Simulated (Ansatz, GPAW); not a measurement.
## CoO: programs and potentials compared

```xyz
2
Lattice="1.5055 0.8692 2.4399 -1.5055 0.8692 2.4399 0.0000 -1.7384 2.4399" Properties=species:S:1:pos:R:3 pbc="T T T"
Co    0.0000    0.0000    0.0000
O     0.0000    0.0000    3.6599
```

The cell is a database's computed one, not the measured one.

Alike in all runs: task single point; functional PBE; k mesh 11 × 11 × 11; occupations fermi-dirac, width 0.05 eV; collinear spin, ferromagnetic start; no spin-orbit coupling. Pressure is positive in compression and, in plane waves, holds the error of the finite cutoff, which Ansatz's Pulay term estimates and takes out.

```csv
program and potentials,plane-wave cutoff (eV),notes,pressure (GPa),net moment per atom (μB)
"Ansatz, Ansatz PAW",420,11.5 valence electrons an atom on average; Pulay term of +0.74 GPa included,-0.04,1.45
"GPAW, GPAW PAW data sets (gpaw-data 1.2.1)",800,7.5 valence electrons an atom on average,0.53,1.45
"Ansatz, all-electron LAPW, scalar-relativistic",-,-,?,?
```

Problem. Estimate from the other rows what the run with Ansatz, all-electron LAPW, scalar-relativistic gave.

Solution. Pressure -0.11 GPa; net moment per atom 1.45 μB. The other rows, which needn't bracket it: pressure -0.04 to 0.53; net moment per atom 1.45.
